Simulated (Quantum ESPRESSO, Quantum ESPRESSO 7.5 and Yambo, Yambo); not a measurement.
**NaF (Villiaumite): G0W0 on several meshes in Yambo**

Wanted: mesh dependence and cost of G0W0 for NaF (Villiaumite).

Method: PBE and many-body steps on it, plane waves, in Quantum ESPRESSO 7.5 and Yambo 5.3.0.

The database entry behind the starting cell differs from later determinations by our own check (0.1 to 0.3 % short, probably kX units), so it need not match the best structure at ambient conditions.

## 1. Starting point

The structure is cubic, space group Fm-3m (No. 225). The conventional cell has a = 4.620 Å, b = 4.620 Å, c = 4.620 Å, α = 90.00°, β = 90.00°, γ = 90.00°. Nearest to Na lie 6 F at 2.31 Å. F has 6 Na at 2.31 Å nearest. Farther neighbours and most contacts between anions are not listed.

The cell and positions come from the Crystallography Open Database and are kept as given unless a step says otherwise.

## 2. Empty states on the mesh, 2×2×2 mesh, 81 bands

This step: Quantum ESPRESSO 7.5; DFT, PBE, plane waves, norm-conserving pseudopotentials.

The sums over transitions need many empty states on a uniform mesh; this step solves for them.

pw.in reads:

```
&control
  calculation = 'nscf'
  prefix = 'x'
  outdir = 'o'
  pseudo_dir = 'pseudo'
/
&system
  ibrav = 0
  nat = 2
  ntyp = 2
  ecutwfc = 76.0
  nbnd = 81
  force_symmorphic = .true.
/
&electrons
  conv_thr = 1e-9
  electron_maxstep = 80
  diago_full_acc = .true.
  diago_thr_init = 5e-6
/
ATOMIC_SPECIES
  Na 22.99 Na.upf
  F 18.998 F.upf
CELL_PARAMETERS angstrom
  -0.0000000000 2.3100000000 2.3100000000
  2.3100000000 0.0000000000 2.3100000000
  2.3100000000 2.3100000000 0.0000000000
ATOMIC_POSITIONS crystal
  Na 0.0000000000 0.0000000000 0.0000000000
  F 0.5000000000 0.5000000000 0.5000000000
K_POINTS automatic
  2 2 2 0 0 0
```

Launch:

```console
OMP_NUM_THREADS=1 mpirun -n 4 pw.x -nk 4 -in pw.in > pw.out
```

Log:

```text
Program PWSCF v.7.5 starts

     This program is part of the open-source Quantum ESPRESSO suite
     for quantum simulation of materials; please cite
         "P. Giannozzi et al., J. Phys.:Condens. Matter 21 395502 (2009);
         "P. Giannozzi et al., J. Phys.:Condens. Matter 29 465901 (2017);
         "P. Giannozzi et al., J. Chem. Phys. 152 154105 (2020);
     in publications or presentations arising from this work. More details at

     Atomic positions and unit cell read from directory:
     o/x.save/

     Message from routine setup:
[...]
128.6552

          k =-0.3536-0.3536 0.3536 (  1850 PWs)   bands (ev):

[...]
115.7411

          k =-0.7071 0.0000 0.0000 (  1868 PWs)   bands (ev):

[...]
98.7219  98.7509  99.0997 103.0762 104.5233 104.8124 108.3817 109.7186
   109.7186 112.6661 112.6661 113.3244 114.3067 114.3067 114.6434 115.1350
   117.8295

     highest occupied, lowest unoccupied level (ev):     0.9991    7.3887

     XML data file, pseudopotentials, collected wavefunctions

=------------------------------------------------------------------------------=
   JOB DONE.
=------------------------------------------------------------------------------=
```

Elapsed: 1.7 s, on 4 MPI ranks of Arm Neoverse V1, shared host; peak memory 0.05 GiB.

Numbers from this step:

```yaml
gap: 6.390 eV
k_of_the_valence_top: 0, 0, 0
k_of_the_conduction_bottom: 0, 0, 0
least_direct_gap: 6.390 eV
k_points_computed: 3
lowest_point_of_the_top_converged_band_above_the_valence_top: 114.7419 eV
```

On this mesh the gap is 6.390 eV.

The density comes from a self-consistent run that is not shown.

## 3. Conversion and set-up

This step: Yambo 5.3.0; conversion and set-up on PBE, plane waves, norm-conserving pseudopotentials.

The states are converted to the many-body program's format and the q mesh is built.

Launch:

```console
(cd o/x.save; p2y > p2y.log; mv SAVE ../..); yambo > setup.log
```

Log:

```text
 Yambo, version 5.3.0

 [02] CORE Variables Setup
 =========================

  [02.01] Unit cells
  ==================

  Cell kind             :  FCC
  Atoms in the cell     :  Na  F
  number of Na atoms    :  1
  number of F  atoms    :  1

  List of atomic masses
  Mass of Na    :  22.99000
  Mass of F     :  18.99800

  List of atomic coordinates    : [cc]
  Na1       :  0.000000  0.000000  0.000000  order 1
  F1       :  4.365267  4.365267  4.365267  order 2

  Alat factors          :  4.365267  4.365267  4.365267 [a.u.]
  Direct lattice volume :  166.3652 [a.u.]
[...]
0.000000  0.000000  0.000000  0.000000  0.000000  0.000000  0.000000  0.000000

 [03] Transferred momenta grid and indexing
 ==========================================

 IBZ Q-points                                      :  3
 BZ  Q-points                                      :   8

 K/Q-points units:
 rlu = crystal or reduced units; cc = cartesian coordinates; iku = interal k-units

 Q [1]          [rlu]:  0.000000  0.000000  0.000000
 Q [2]          [rlu]: -0.72449E-16  0.10818E-16 -0.50000
 Q [3]          [rlu]: -0.57890E-16 -0.50000     -0.50000

  [03.01] X indexes
  =================

   [03.01.01] Sigma indexes
   ========================

 [06] Game Over & Game summary
```

Run time: 1.9 s. Hardware: 1 MPI rank; peak memory 0.24 GiB.

## 4. 2×2×2

Now the one-shot GW correction: screening in the RPA, then the self-energy of the levels asked for.

This step: G0W0 on PBE, plane waves, norm-conserving pseudopotentials.

gw13.in reads:

```
HF_and_locXC
gw0
dyson
ppa
em1d
rim_cut
RandQpts= 1000000
RandGvec= 1 RL
EXXRLvcs= 76 Ry
VXCRLvcs= 304 Ry
Chimod= "HARTREE"
% BndsRnXp
 1 | 81 |
%
NGsBlkXp= 15.5 Ry
% LongDrXp
 1 | 1 | 1 |
%
% GbndRnge
 1 | 81 |
%
DysSolver= "n"
ExtendOut
PPAPntXp= 27.21138 eV
% QPkrange
 1 | 1 | 7 | 10 |
%
```

Launch:

```console
OMP_NUM_THREADS=1 mpirun -n 4 yambo -F gw13.in -J gw13 -C gw13 > gw13.log
```

Log:

```text
 Yambo, version 5.3.0

 [02] CORE Variables Setup
 =========================

  [... cell, symmetries and grids as in the set-up ...]

  [02.05] Energies & Occupations
  ==============================

  [X] === General ===
  [X] Electronic Temperature                        :  0.000000  0.000000 [eV K]
  [X] Bosonic    Temperature                        :  0.000000  0.000000 [eV K]
  [X] Finite Temperature mode                       : no
  [X] El. density                                   :  0.64901E+24 [cm-3]
  [X] Fermi Level                                   :  0.999133 [eV]

  [X] === Gaps and Widths ===
  [X] Conduction Band Min                           :  6.389538 [eV]
  [X] Valence Band Max                              :  0.000000 [eV]
  [X] Filled Bands                                  :   8
  [X] Empty Bands                                   :    9   81
  [X] Direct Gap                                    :  6.389538 [eV]
  [X] Direct Gap localized at k                     :  1
  [X] Indirect Gap                                  :  6.389538 [eV]
  [X] Indirect Gap between kpts                     :  1  1
  [X] Last valence band width                       :  0.406330 [eV]
  [X] 1st conduction band width                     :  6.857637 [eV]

 [03] Transferred momenta grid and indexing
 ==========================================

 IBZ Q-points                                      :  3
 BZ  Q-points                                      :   8

 K/Q-points units:
 rlu = crystal or reduced units; cc = cartesian coordinates; iku = interal k-units

 Q [1]          [rlu]:  0.000000  0.000000  0.000000
 Q [2]          [rlu]: -0.72449E-16  0.10818E-16 -0.50000
 Q [3]          [rlu]: -0.57890E-16 -0.50000     -0.50000

 [04] Coloumb potential Random Integration (RIM)
 ===============================================

  [04.01] RIM initialization
  ==========================

  * Diagonal components only detected *

  8 x (sBL volume)        :  1.490998 [a.u.]
  sBZ random points       :  1000000
  Points outside the sBZ  :   7996195
  RL volume               :  1.490998 [a.u.]
  Integrated volume       :  1.491708 [a.u.]

  [04.02] RIM integrals
  =====================

  Gamma point sphere radius             :  0.207225 [a.u.]
  Points outside the sphere             :   799659
  [Int_sBZ(q=0) 1/q^2]*(Vol_sBZ)^(-1/3) =:  7.764404
                                 should be <:  7.795600

  Summary of Coulomb integrals for non-metallic bands |Q|[au] RIM/Bare

  Q [1] 0.100000E-4 0.995998 * Q [2] 0.623261 1.064860
  Q [3] 0.719679 1.063764

 [05] Dipoles
 ============

  [05.01] Setup: observables and procedures
  =========================================

 [06] Dynamic Dielectric Matrix (PPA)
 ====================================

 [WR./gw13//ndb.pp]--------------------------------------------------------------
  Brillouin Zone Q/K grids (IBZ/BZ)                :   3   8   3   8
  RL vectors                                       :  2397 [WF]
  Coulomb cutoff potential                         : none
  Electronic Temperature                           :  0.000000 [K]
  Bosonic    Temperature                           :  0.000000 [K]
  PPA    diel. fun.  energies                      : Perdew, Burke & Ernzerhof(X)+Perdew, Burke & Ernzerhof(C)
  wavefunctions                                    : Perdew, Burke & Ernzerhof(X)+Perdew, Burke & Ernzerhof(C)
  Global Gauge                                     : length
  X matrix size                                    :  181
  X band range                                     :    1   81
  X e/h energy range                               : -1.000000 -1.000000 [eV]
  X Time ordering                                  : R
  X Hxc Kernel                                     : HARTREE
  X Drude frequency                                :  0.000000  0.000000
  X poles                                          :  100.0000 [o/o]
  RL vectors in the sum                            :  2397
  [r,Vnl] included                                 : yes
  Field direction                                  :  0.577350E-5  0.577350E-5  0.577350E-5
  BZ energy Double Grid                            : no
  BZ energy DbGd points                            : 0
  BZ Q point size factor                           : -1.000000
  X Optical Averaged directions                    : none

 [07] Local Exchange-Correlation + Non-Local Fock
 ================================================

 [VXC] Plane waves :  14841
 [EXS] Plane waves :  1893

 QP @ state[ 1 ] K range:  1  1
 QP @ state[ 1 ] b range:   7  10

 [xc] Functional : Perdew, Burke & Ernzerhof(X)+Perdew, Burke & Ernzerhof(C)
 [xc] LIBXC used to calculate xc functional
  PP Number of Atomic Species                      :  2
  NLCC RL compoments                               :  14841
  PP Number of Atomic Species                      :  2
  NLCC RL compoments                               :  14841

 [xc] E_xc :  -11.62254 [Ha]
      E_xc :  -23.24507 [Ry]

  Local XC kind (lXC) : Perdew, Burke & Ernzerhof(X)+Perdew, Burke & Ernzerhof(C)
  Non-Local XC kind (nlXC) : Hartree-Fock

  Corrections @ K [1] :  [eV]
 <7|nlXC|7> = -29.81753 -0.28217E-16 <7|lXC|7> = -22.53829 -0.37763E-15
 <8|nlXC|8> = -29.81753 -0.23370E-17 <8|lXC|8> = -22.53828  0.000000
 <9|nlXC|9> = -4.946332 -0.14359E-17 <9|lXC|9> = -9.391383  0.000000
 <10|nlXC|10> = -2.082087  0.20099E-17 <10|lXC|10> = -7.100214  0.000000

 [08] Dyson equation: Newton solver
 ==================================

  [08.01] G0W0 (W PPA)
  ====================

  [  GW  ] Bands range     :    1   81
  [GW/PPA] G damping       :  0.100000 [eV]

  QP @ state[ 1 ] K range:  1  1
  QP @ state[ 1 ] b range:   7  10

   Sc/G bands                                       :    1   81
   Sc/G damping                                     :  0.100000 ev
   Sc bands terminator                              : no
   Sx RL components                                 :  1893

   QP @ state[ 1 ] K range                          :  1  1
   QP @ state[ 1 ] b range                          :   7  10
   GF energies kind                                 : Perdew, Burke & Ernzerhof(X)+Perdew, Burke & Ernzerhof(C)
   GF WF`s kind                                     : Perdew, Burke & Ernzerhof(X)+Perdew, Burke & Ernzerhof(C)
   Xs energies kind                                 : Perdew, Burke & Ernzerhof(X)+Perdew, Burke & Ernzerhof(C)
   Xs WF`s kind                                     : Perdew, Burke & Ernzerhof(X)+Perdew, Burke & Ernzerhof(C)

 [11] Game Over & Game summary
```

Run time: 3.9 s. Hardware: 4 MPI ranks; peak memory 0.97 GiB; 11 s of CPU time.

This step gave:

| Item | Value |
| --- | --- |
| G0W0 gap on the points computed | 10.29 eV |
| starting gap on the mesh | 6.390 eV |
| k of the valence top | 0, 0, 0 |
| k of the conduction bottom | 0, 0, 0 |
| least direct G0W0 gap on the computed points | 10.29 eV |
| Z at the valence top | 0.8264 |
| Z at the conduction bottom | 0.8978 |

The gap on the mesh goes from 6.39 eV to 10.29 eV, a correction of +3.90 eV.

## 5. Empty states on the mesh, 6×6×6 mesh, 81 bands

This step: Quantum ESPRESSO 7.5; DFT, PBE, plane waves, norm-conserving pseudopotentials.

pw.in, as its differences from that of step 2:

```diff
@@ -31,2 +31,2 @@
 K_POINTS automatic
-  2 2 2 0 0 0
+  6 6 6 0 0 0
```

Launch:

```console
OMP_NUM_THREADS=1 mpirun -n 4 pw.x -nk 4 -in pw.in > pw.out
```

Log:

```text
[banner, memory and clock lines left out]
Program PWSCF v.7.5 starts

     Atomic positions and unit cell read from directory:
     o/x.save/

     Message from routine setup:
     using ibrav=0 with symmetry is DISCOURAGED, use correct ibrav instead

     G-vector sticks info

     bravais-lattice index     =            0
     lattice parameter (alat)  =       6.1734  a.u.
     unit-cell volume          =     166.3652 (a.u.)^3
     number of atoms/cell      =            2
     number of atomic types    =            2
     number of electrons       =        16.00
[...]
27.9363  27.9363  35.0083  35.0083  35.0083  40.3077  49.4273  49.4273
[...]
128.6552

          k = 0.1179 0.1179-0.1179 (  1874 PWs)   bands (ev):

[...]
123.4442

          k = 0.2357 0.2357-0.2357 (  1865 PWs)   bands (ev):

[...]
99.0996 101.2770 101.2770 102.8343 102.8343 106.4196 107.8521 109.7957
   109.7957 110.9265 110.9265 112.2880 112.2880 112.8182 116.2630 121.1201
   121.4616

          k =-0.3536-0.3536 0.3536 (  1850 PWs)   bands (ev):

     [... further k-points ...]

     highest occupied, lowest unoccupied level (ev):     0.9991    7.3887

     XML data file, pseudopotentials, collected wavefunctions
```

The job ended after 4.5 s (4 MPI ranks; peak memory 0.23 GiB; 18 s of CPU time).

Numbers from this step:

| Item | Value |
| --- | --- |
| gap | 6.390 eV |
| k of the valence top | 0, 0, 0 |
| k of the conduction bottom | 0, 0, 0 |
| least direct gap | 6.390 eV |
| k points computed | 16 |
| lowest point of the top converged band, above the valence top | 114.0002 eV |

On this mesh the gap is 6.390 eV.

## 6. Conversion and set-up

This step: Yambo 5.3.0; conversion and set-up on PBE, plane waves, norm-conserving pseudopotentials.

Launch:

```console
(cd o/x.save; p2y > p2y.log; mv SAVE ../..); yambo > setup.log
```

Log:

```text
 Yambo, version 5.3.0

 [02] CORE Variables Setup
 =========================

  [02.01] Unit cells
  ==================

  Cell kind             :  FCC
  Atoms in the cell     :  Na  F
  number of Na atoms    :  1
  number of F  atoms    :  1

  List of atomic masses
  Mass of Na    :  22.99000
  Mass of F     :  18.99800

  List of atomic coordinates    : [cc]
  Na1       :  0.000000  0.000000  0.000000  order 1
  F1       :  4.365267  4.365267  4.365267  order 2

  Alat factors          :  4.365267  4.365267  4.365267 [a.u.]
  Direct lattice volume :  166.3652 [a.u.]
[...]
Q [ 1]         [rlu]:  0.000000  0.000000  0.000000
 Q [ 2]         [rlu]:  0.23370E-16 -0.43854E-17  0.16667
 Q [ 3]         [rlu]:  0.46740E-16 -0.87708E-17  0.33333
[...]
Q [ 8]         [rlu]: -0.16938E-16  0.16667     -0.33333
 Q [ 9]         [rlu]:  0.47337E-16  0.16667     -0.16667
 Q [10]         [rlu]:  0.51449E-16  0.33333      0.33333
     [... 4 further rows ...]
 Q [15]         [rlu]:  0.166667  0.333333 -0.333333
 Q [16]         [rlu]:  0.166667 -0.500000 -0.333333

  [03.01] X indexes
  =================

   [03.01.01] Sigma indexes
   ========================

 [06] Game Over & Game summary
```

Elapsed: 2.1 s, on 1 MPI rank; peak memory 0.24 GiB.

## 7. 6×6×6

This step: G0W0 on PBE, plane waves, norm-conserving pseudopotentials.

gw14.in reads:

```
HF_and_locXC
gw0
dyson
ppa
em1d
rim_cut
RandQpts= 1000000
RandGvec= 1 RL
EXXRLvcs= 76 Ry
VXCRLvcs= 304 Ry
Chimod= "HARTREE"
% BndsRnXp
 1 | 81 |
%
NGsBlkXp= 15.5 Ry
% LongDrXp
 1 | 1 | 1 |
%
% GbndRnge
 1 | 81 |
%
DysSolver= "n"
ExtendOut
PPAPntXp= 27.21138 eV
% QPkrange
 1 | 1 | 7 | 10 |
%
```

Launch:

```console
OMP_NUM_THREADS=1 mpirun -n 4 yambo -F gw14.in -J gw14 -C gw14 > gw14.log
```

Log:

```text
 Yambo, version 5.3.0

 [02] CORE Variables Setup
 =========================

  [... cell, symmetries and grids as in the set-up ...]

  [02.05] Energies & Occupations
  ==============================

  [X] === General ===
  [X] Electronic Temperature                        :  0.000000  0.000000 [eV K]
  [X] Bosonic    Temperature                        :  0.000000  0.000000 [eV K]
  [X] Finite Temperature mode                       : no
  [X] El. density                                   :  0.64901E+24 [cm-3]
  [X] Fermi Level                                   :  0.999133 [eV]

  [X] === Gaps and Widths ===
  [X] Conduction Band Min                           :  6.389538 [eV]
  [X] Valence Band Max                              :  0.000000 [eV]
  [X] Filled Bands                                  :   8
  [X] Empty Bands                                   :    9   81
  [X] Direct Gap                                    :  6.389538 [eV]
  [X] Direct Gap localized at k                     :  1
  [X] Indirect Gap                                  :  6.389538 [eV]
  [X] Indirect Gap between kpts                     :  1  1
  [X] Last valence band width                       :  0.531617 [eV]
  [X] 1st conduction band width                     :  6.892425 [eV]

 [03] Transferred momenta grid and indexing
 ==========================================

 IBZ Q-points                                      :  16
 BZ  Q-points                                      :  216

 K/Q-points units:
 rlu = crystal or reduced units; cc = cartesian coordinates; iku = interal k-units

 Q [ 1]         [rlu]:  0.000000  0.000000  0.000000
 Q [ 2]         [rlu]:  0.23370E-16 -0.43854E-17  0.16667
 Q [ 3]         [rlu]:  0.46740E-16 -0.87708E-17  0.33333
[...]
================================================

 [VXC] Plane waves :  14841
 [EXS] Plane waves :  1893

 QP @ state[ 1 ] K range:  1  1
 QP @ state[ 1 ] b range:   7  10

 [xc] Functional : Perdew, Burke & Ernzerhof(X)+Perdew, Burke & Ernzerhof(C)
 [xc] LIBXC used to calculate xc functional
  PP Number of Atomic Species                      :  2
  NLCC RL compoments                               :  14841
  PP Number of Atomic Species                      :  2
  NLCC RL compoments                               :  14841

 [xc] E_xc :  -11.60134 [Ha]
      E_xc :  -23.20269 [Ry]

  Local XC kind (lXC) : Perdew, Burke & Ernzerhof(X)+Perdew, Burke & Ernzerhof(C)
  Non-Local XC kind (nlXC) : Hartree-Fock

  Corrections @ K [1] :  [eV]
 <7|nlXC|7> = -30.18506 -0.58727E-17 <7|lXC|7> = -22.50797  0.56645E-15
 <8|nlXC|8> = -30.18499 -0.21870E-16 <8|lXC|8> = -22.50797 -0.47202E-16
 <9|nlXC|9> = -5.346382  0.26982E-18 <9|lXC|9> = -9.465275 -0.94475E-16
 <10|nlXC|10> = -2.176650  0.37309E-18 <10|lXC|10> = -7.169313  0.47192E-16

 [08] Dyson equation: Newton solver
 ==================================

  [08.01] G0W0 (W PPA)
  ====================

  [  GW  ] Bands range     :    1   81
  [GW/PPA] G damping       :  0.100000 [eV]

  QP @ state[ 1 ] K range:  1  1
  QP @ state[ 1 ] b range:   7  10

   Sc/G bands                                       :    1   81
   Sc/G damping                                     :  0.100000 ev
   Sc bands terminator                              : no
   Sx RL components                                 :  1893

   QP @ state[ 1 ] K range                          :  1  1
   QP @ state[ 1 ] b range                          :   7  10
   GF energies kind                                 : Perdew, Burke & Ernzerhof(X)+Perdew, Burke & Ernzerhof(C)
   GF WF`s kind                                     : Perdew, Burke & Ernzerhof(X)+Perdew, Burke & Ernzerhof(C)
   Xs energies kind                                 : Perdew, Burke & Ernzerhof(X)+Perdew, Burke & Ernzerhof(C)
   Xs WF`s kind                                     : Perdew, Burke & Ernzerhof(X)+Perdew, Burke & Ernzerhof(C)

 [11] Game Over & Game summary
```

Wall time 90 s (4 MPI ranks); peak memory 1.4 GiB.

This step gave:

```yaml
g0w0_gap_on_the_points_computed: 10.44 eV
starting_gap_on_the_mesh: 6.390 eV
k_of_the_valence_top: 0, 0, 0
k_of_the_conduction_bottom: 0, 0, 0
least_direct_g0w0_gap_on_the_computed_points: 10.44 eV
z_at_the_valence_top: 0.8226
z_at_the_conduction_bottom: 0.9038
```

Against G0W0 in Yambo (2×2×2 mesh, 81 bands, screening to 210.9 eV, Godby-Needs plasmon pole), the gap moves by +0.149 eV.

[end of part 1 of 2]

[Paths, hosts, dates, memory and timing lines, banners, echoed tables and standing remarks are left out of the program output.]

[Logs are printed without paths, hosts, clocks, repeated set-up lines and the standing remarks that a program may print on its own settings, such as how far it seeks lower states.]

[Runs of the session that timed out or met a known fault of the program may be left out.]

[Hosts, paths, dates, database ids (printed as entryN), source tags and the programs' standing remarks are cut or masked in the printed files.]
